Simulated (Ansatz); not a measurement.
A trial cell of Cd₅HgTe₆, before relaxation:

Space group P4/mmm (No. 123). a = 4.372 Å, b = 4.372 Å, c = 18.547 Å, α = 90.00°, β = 90.00°, γ = 90.00°
| atom | site | symmetry | x | y | z |
| --- | --- | --- | --- | --- | --- |
| Cd | 2g | 4mm | 0.0000 | 0.0000 | 0.6667 |
| Cd | 2h | 4mm | 0.5000 | 0.5000 | 0.8333 |
| Cd | 1d | 4/mmm | 0.5000 | 0.5000 | 0.5000 |
| Hg | 1a | 4/mmm | 0.0000 | 0.0000 | 0.0000 |
| Te | 2g | 4mm | 0.0000 | 0.0000 | 0.8333 |
| Te | 1c | 4/mmm | 0.5000 | 0.5000 | 0.0000 |
| Te | 2h | 4mm | 0.5000 | 0.5000 | 0.3333 |
| Te | 1b | 4/mmm | 0.0000 | 0.0000 | 0.5000 |

Level of theory: Ansatz 0.2.0, DFT PBE, scalar-relativistic, plane waves, PAW. Cutoff 420 eV, Gaussian smearing, Γ-centred meshes. Cell and atoms relax on a converged mesh. In metals the finer mesh still leaves noise of several meV/atom or more. The steps can't lower the symmetry of their start. No spin polarisation.

A guess keeps its type if space group and coordination stay and the shape of the cell changes little (axis ratios within about 15 %, angles within 6°); the volume may change.

Question: Does this structure survive the relaxation?

Answer: It keeps its type. The symmetry stays P4/mmm (No. 123). The volume per atom shrinks by 2.4 %, from 29.5 to 28.8 Å³. The shortest distance goes from 3.09 Å (Cd–Te and Hg–Te) to 3.00 Å (Cd–Te). The ratio c/a of the conventional cell changes by a factor of 1.01. Counting neighbours within 15 % of an atom's shortest distance, the start has Cd 6, Hg 6, Te 6 and the end Cd 6, Hg 6, Te 6.

Formation energies are uncorrected and refer to the elements' standard structures at the same level. The references include crystalline Hg.

Question: At what energy does it end?

Answer: −0.24 eV/atom.

The last run used a 10×10×2 mesh (in the run's order of axes) for its 12-atom cell and Gaussian smearing of 0.10 eV. These runs have no spin–orbit coupling, which can matter for Hg and Te. The reference form of Te is held partly by dispersion forces, which this level lacks. Symmetry constrained the relaxation, so the result can be a saddle point. Another cell of Cd5HgTe6 relaxed alike, in P-4m2, lies 175 meV/atom lower, so this cell isn't the stable form at this level.
